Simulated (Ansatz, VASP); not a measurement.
InSe in VASP and in Ansatz

```
In Se
1.0
     4.08628    0.00000    0.00000
    -2.04314    3.53882    0.00000
     0.00000    0.00000   18.70982
In Se
4 4
Direct
  0.33333 0.66667 0.17455
  0.66667 0.33333 0.67455
  0.33333 0.66667 0.32545
  0.66667 0.33333 0.82545
  0.33333 0.66667 0.60653
  0.66667 0.33333 0.10653
  0.33333 0.66667 0.89347
  0.66667 0.33333 0.39347
```

Alike in both runs: functional PBE; k mesh 6 × 6 × 1; occupations gaussian, width 0.1 eV; no spin polarisation.

Ansatz relaxed the structure, and its values are those at the end. VASP's run is a single point on that final structure, the one shown.

|  | VASP | Ansatz |
| --- | --- | --- |
| version | VASP 6.6.1 | Ansatz 0.2.0 |
| potentials or method | VASP PAW PBE potentials, release 64 (In_d, Se) | scalar-relativistic, plane waves, PAW |
| plane-wave cutoff (eV) | 520 | 420 |
| valence electrons in the cell | 76 | 116 |

|  | VASP | Ansatz | Ansatz less VASP |
| --- | --- | --- | --- |
| gap on the k mesh at the Fermi level (eV) | 0.78 | 0.80 | +0.011 |
| least direct gap on the mesh (eV) | 0.78 | 0.80 | +0.011 |
| pressure (GPa) | 0.1 | 0.1 | -0.03 |
| rms of the force components (eV/Å) | 0.009 | 0.001 | -0.0077 |

With one functional, cell and mesh, what is left measures potentials, basis and numerics. The two sets of potentials don't hold the same shells in valence.

Caveats: spin-orbit coupling is left out, which moves the levels of the heavy elements; this functional lacks dispersion, which binds the layers, so the pressure and a relaxed spacing across them are unreliable.
